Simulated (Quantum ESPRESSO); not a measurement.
The system is C.

```
C
1.0
     2.12732   -1.22828    0.00000
     2.12732    1.22828    0.00000
    -1.37907    0.00000    3.50283
C
2
Direct
  0.16664 0.16664 0.99991
  0.83336 0.83336 0.00009
```

This is a stacking variant of graphite.

```yaml
Program: Quantum ESPRESSO 7.5
Task: phonons
Functional: LDA
Potentials_or_basis: JTH 2.0 LDA
Cutoff: 707 eV
Density_cutoff: 4245 eV
k_mesh: 12 × 12 × 8, shifted
Occupations: fermi-dirac, width 0.05 eV
Spin: no spin polarisation
Form_of_the_LDA_correlation: PW92
Mixing_beta: 0.5
Most_SCF_iterations: 120
SCF_threshold: 4e-10 Ry
```

The cell and the atoms were relaxed first, to 8.56 Å³/atom (a = 2.443 Å, b = 2.443 Å, c = 3.617 Å, α = 110.26°, β = 110.26°, γ = 60.01°), and the response was taken there.

**Question.** Where do the zone-centre optical modes lie?

**Answer.** Ag at 888 cm⁻¹ (Raman); Ag at 1601 cm⁻¹ (Raman); Bg at 1619 cm⁻¹ (Raman).

Optical modes at Γ, degenerate ones joined, polar ones without the macroscopic field:
```csv
cm⁻¹,components,symmetry,active in
888,1,Ag,Raman
1601,1,Ag,Raman
1619,1,Bg,Raman
```

Caveat: the mesh is thin for the phonons of a metal; the layers were relaxed without a dispersion term, so their spacing and the soft interlayer modes are unreliable.
